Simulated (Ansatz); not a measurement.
## Stress against strain in Bi₂Te₃

```xyz
5
Lattice="2.2085 1.2751 9.9467 -2.2085 1.2751 9.9467 0.0000 -2.5502 9.9467" Properties=species:S:1:pos:R:3 pbc="T T T"
Bi    0.0000    0.0000   24.2301
Bi    0.0000    0.0000   11.9957
Te    0.0000    0.0000   18.2322
Te    0.0000    0.0000    5.9680
Te    0.0000    0.0000    0.0000
```

Atoms are numbered in the order listed.

The geometry is COD entry 9012858, unchecked; take it as a test cell.

Spin–orbit coupling is left out, though it moves levels of the heavy atoms by tenths of an eV or more.

These are results of Ansatz 0.2.0, DFT, PBE, all-electron LAPW, scalar-relativistic, not measurements.

The runs use a Γ-centred 8×8×8 k mesh, Fermi–Dirac smearing of 0.08 eV, basis error target 1 meV/atom, no spin polarisation.

The strain is applied along the Cartesian axes of the cell as listed (the other components stay zero). Fractional coordinates are held (clamped ions).

σ is the change of stress from the unstrained cell, which is at 1.69 GPa; tension is positive, so slopes are stress–strain coefficients at that pressure. In a metal the k mesh adds noise.

Only quantities that a quadratic follows smoothly over the whole series are listed; rougher ones are left out.

| εzz | σzz (GPa) | σxx (GPa) |
| --- | --- | --- |
| -0.0300 | -2.15 | -1.55 |
| -0.0200 | -1.41 | -1.00 |
| -0.0100 | -0.70 | -0.48 |
| 0.0000 | 0.00 | 0.00 |
| 0.0100 | 0.67 | 0.45 |
| 0.0300 | 1.94 | 1.27 |

Question: Fit the series and read off the stiffness at zero strain.

Answer: Least-squares fits y = p0 + p1 x + p2 x² to the rows give σzz (GPa): p1 = 68.2, p2 = -110; σxx (GPa): p1 = 46.9, p2 = -160. So C33 = 68 GPa and C13 = 47 GPa, for these axes.

Question: One run, at εzz = 0.0200, is withheld. Predict its row.

Answer: The fits give 1.32, 0.88; the run gave 1.32, 0.88.
